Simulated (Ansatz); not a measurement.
BN:

```
N B
1.0
     2.49824    0.00000    0.00000
    -1.24912    2.16354    0.00000
     0.00000    0.00000    6.63570
N B
2 2
Cartesian
  1.2491 0.7212 1.6589
  0.0000 1.4424 4.9768
  1.2491 0.7212 4.9768
  0.0000 1.4424 1.6589
```

Base run:

```yaml
Program: Ansatz 0.2.0
Functional: PBEsol
Potentials_or_basis: all-electron LAPW, scalar-relativistic
Cutoff: 526 eV (chosen from the basis error)
Basis_error_allowed: 0.001 eV/atom
k_mesh: 12 × 12 × 4
Occupations: fermi-dirac, width 0.05 eV
Spin: no spin polarisation
```

Its results: band gap on the k mesh 4.18 eV, indirect (least direct gap 4.60 eV); pressure 2.1 GPa.

The run is repeated on the same cell with these changes: functional from PBEsol to LDA; basis error allowed from 0.001 eV/atom to 0.002 eV/atom. What comes out?

Band gap on the k mesh 4.09 eV, indirect (least direct gap 4.52 eV); pressure -2.8 GPa.

Caveats: this functional lacks dispersion, which binds the layers, so the pressure and a relaxed spacing across them are unreliable (some runs).
